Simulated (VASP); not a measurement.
These are PBE GGA, VASP's PBE PAW potentials (set 64) (plane waves; VASP) values and carry that method's errors.

The input files of a VASP run:

**POSCAR**
```
BaF2
1
    0.0000000000     3.1442183820     3.1442183820
    3.1442183820     0.0000000000     3.1442183820
    3.1442183820     3.1442183820     0.0000000000
Ba F
1 2
Direct
  0.0000000000   0.0000000000   0.0000000000
  0.2500000000   0.2500000000   0.2500000000
  0.7500000000   0.7500000000   0.7500000000
```

### KPOINTS
```
K-points
0
G
 7 7 7
0 0 0
```

INCAR:
```
ALGO = Normal
EDIFF = 1E-7
ENCUT = 520
GGA = PE
ISIF = 2
ISMEAR = -5
LASPH = T
LCHARG = T
LMAXMIX = 4
LORBIT = 11
LREAL = F
LWAVE = F
NEDOS = 601
NELM = 100
PREC = Accurate
SYSTEM = BaF2
```

POTCAR, in this order: Ba_sv F (PBE.64 set). Program: vasp_std.

The resulting files:

OSZICAR:
```
       N       E                     dE             d eps       ncg     rms          rms(c)
DAV:   1     0.162359598104E+03    0.16236E+03   -0.13024E+04   640   0.138E+03
DAV:   2    -0.122888977709E+02   -0.17465E+03   -0.17338E+03   808   0.293E+02
DAV:   3    -0.188324048157E+02   -0.65435E+01   -0.65363E+01   896   0.665E+01
DAV:   4    -0.189182038778E+02   -0.85799E-01   -0.85784E-01   840   0.644E+00
DAV:   5    -0.189213901793E+02   -0.31863E-02   -0.31863E-02   840   0.791E-01    0.845E+00
DAV:   6    -0.171054640955E+02    0.18159E+01   -0.10133E+01   640   0.246E+01    0.417E+00
DAV:   7    -0.171000357762E+02    0.54283E-02   -0.36346E-01   816   0.551E+00    0.209E+00
DAV:   8    -0.171177334580E+02   -0.17698E-01   -0.58549E-02   736   0.295E+00    0.278E-01
DAV:   9    -0.171266279374E+02   -0.88945E-02   -0.15135E-02   832   0.880E-01    0.151E-01
DAV:  10    -0.171292584105E+02   -0.26305E-02   -0.40197E-03   656   0.459E-01    0.440E-02
DAV:  11    -0.171292409683E+02    0.17442E-04   -0.42468E-04   856   0.162E-01    0.193E-02
DAV:  12    -0.171292615943E+02   -0.20626E-04   -0.72135E-05   640   0.642E-02    0.247E-03
DAV:  13    -0.171292619839E+02   -0.38959E-06   -0.13092E-06   896   0.898E-03    0.185E-03
DAV:  14    -0.171292624643E+02   -0.48035E-06   -0.17319E-07   616   0.344E-03    0.353E-04
DAV:  15    -0.171292624710E+02   -0.66777E-08   -0.17805E-08   616   0.108E-03
   1 F= -.17129262E+02 E0= -.17129262E+02  d E =0.000000E+00
```

File OUTCAR:
```
------------------------ aborting loop because EDIFF is reached ----------------------------------------
  FORCE on cell =-STRESS in cart. coord.  units (eV):
  Direction    XX          YY          ZZ          XY          YZ          ZX
  --------------------------------------------------------------------------------------
  Total       -0.0576253     -0.0576253     -0.0576253      0.0000000      0.0000000      0.0000000
  in kB       -1.4850997     -1.4850997     -1.4850997      0.0000000      0.0000000      0.0000000
  external PRESSURE =      -1.4850997 kB  Pullay stress =       0.0000000 kB
  volume of cell :       62.17
      direct lattice vectors                 reciprocal lattice vectors
     0.000000000  3.144218382  3.144218382    -0.159022033  0.159022033  0.159022033
     3.144218382  0.000000000  3.144218382     0.159022033 -0.159022033  0.159022033
     3.144218382  3.144218382  0.000000000     0.159022033  0.159022033 -0.159022033
 POSITION                                       TOTAL-FORCE (eV/Angst)
 -----------------------------------------------------------------------------------
      0.00000      0.00000      0.00000         0.000000      0.000000      0.000000
      1.57211      1.57211      1.57211        -0.000000     -0.000000     -0.000000
      4.71633      4.71633      4.71633         0.000000      0.000000      0.000000
 -----------------------------------------------------------------------------------
    total drift:                                0.000000      0.000000      0.000000
  FREE ENERGIE OF THE ION-ELECTRON SYSTEM (eV)
  ---------------------------------------------------
  free  energy   TOTEN  =       -17.1292624710 eV

  energy  without entropy=      -17.1292624710  energy(sigma->0) =      -17.12926247

 total charge

# of ion       s       p       d       tot
------------------------------------------
    1        1.996   5.645   0.211   7.852
    2        1.734   4.355   0.000   6.089
    3        1.734   4.355   0.000   6.089
--------------------------------------------------
tot          5.464  14.355   0.211  20.029
```
(Selected blocks of OUTCAR.)

**OUTCAR**
```
 val. band max:       -2.2525556614   @ k =  -0.1429   0.1429   0.0000

 cond. band min:       4.3402884824   @ k =   0.0000   0.0000   0.0000


 Fermi energy:        -2.2310750710

 k-point     1 :       0.0000    0.0000    0.0000
  band No.  band energies     occupation
      1     -25.4576      2.00000
      2     -21.1061      2.00000
      3     -21.1054      2.00000
      4     -10.3474      2.00000
      5     -10.3474      2.00000
      6     -10.3474      2.00000
      7      -3.6065      2.00000
      8      -3.6065      2.00000
      9      -3.6065      2.00000
     10      -2.2943      2.00000
     11      -2.2943      2.00000
     12      -2.2943      2.00000
     13       4.3403      0.00000
     14       6.7824      0.00000
     15       6.7824      0.00000
     16       8.8131      0.00000

 k-point     2 :       0.1429    0.0000    0.0000
  band No.  band energies     occupation
      1     -25.4282      2.00000
      2     -21.1436      2.00000
      3     -21.1215      2.00000
      4     -10.3779      2.00000
      5     -10.3733      2.00000
      6     -10.3733      2.00000
      7      -3.5285      2.00000
      8      -3.5285      2.00000
      9      -3.4177      2.00000
     10      -2.4269      2.00000
     11      -2.3231      2.00000
     12      -2.3231      2.00000
     13       4.7771      0.00000
     14       6.7689      0.00000
     15       6.7689      0.00000
     16       8.5849      0.00000

 k-point     3 :       0.2857    0.0000    0.0000
  band No.  band energies     occupation
      1     -25.3597      2.00000
      2     -21.2322      2.00000
      3     -21.1554      2.00000
      4     -10.4390      2.00000
      5     -10.4297      2.00000
      6     -10.4297      2.00000
      7      -3.3611      2.00000
      8      -3.3611      2.00000
      9      -2.9884      2.00000
     10      -2.6725      2.00000
     11      -2.3763      2.00000
     12      -2.3763      2.00000
     13       5.7118      0.00000
...
```

Unless said otherwise, spin-orbit coupling is left out, though it shifts the bands of the heavy elements here.

The compound is BaF2 in the fluorite structure. It was relaxed first.
